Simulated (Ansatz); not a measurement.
# BAs: the cost of one run

Program: Ansatz 0.2.0. Level of theory: DFT PBE, scalar-relativistic, plane waves, PAW. These are calculated values, not measurements.

1 further run of the same task is left out (set aside as unsound or not needed).

## (1) The structure to begin with

Symmetry: F-43m, No. 216, cubic system. Conventional cell: a = 4.809 Å, b = 4.809 Å, c = 4.809 Å, α = 90.00°, β = 90.00°, γ = 90.00°. B (site symmetry -43m) is surrounded by 4 As at 2.08 Å. Around As (site symmetry -43m) lie 4 B at 2.08 Å.

Structure file:

```cif
data_structure
_symmetry_space_group_name_H-M 'F-43m'
_symmetry_Int_Tables_number 216
_cell_length_a 4.8088
_cell_length_b 4.8088
_cell_length_c 4.8088
_cell_angle_alpha 90.000
_cell_angle_beta 90.000
_cell_angle_gamma 90.000
_cell_volume 111.20
loop_
_atom_site_label
_atom_site_type_symbol
_atom_site_symmetry_multiplicity
_atom_site_Wyckoff_symbol
_atom_site_fract_x
_atom_site_fract_y
_atom_site_fract_z
_atom_site_occupancy
B1 B 4 a 0.00000 0.00000 0.00000 1
As1 As 4 c 0.25000 0.25000 0.25000 1
```

This cell was relaxed beforehand with the same method: volume 13.90 Å³/atom, gap on the mesh 1.20 eV.

## (2) Band edges and mean potential of the bulk

Input file input.yaml:

```yaml
crystal:
  lattice:
    - [0.0, 2.4044111632, 2.4044111632]
    - [2.4044111632, 0.0, 2.4044111632]
    - [2.4044111632, 2.4044111632, 0.0]
  atoms:
    - { symbol: B, position: [0.0, 0.0, 0.0] }
    - { symbol: As, position: [0.75, 0.75, 0.75] }
basis:
  ecutwfc: 420
kpoints:
  mp_grid: { grid: [10, 10, 10] }
  band_path: { path: [VBM, CBM], npoints: 2 }
hamiltonian:
  xc: pbe
scf:
  occupations: { method: gaussian, width: 0.02 }
output:
  forces: true
  stress: true
  eigenvalues: true
```

On the command line:

```bash
> ansatz run input.yaml --threads 1 --pin off --max-ram 2560MiB --backend cpu --events-out ev --progress --plain --runs-dir out
```

**Question.** How long does this run take on 1 thread of Arm Neoverse N1, shared host, and how much memory does it need?

About 7.2 s, with a peak of 0.28 GiB.
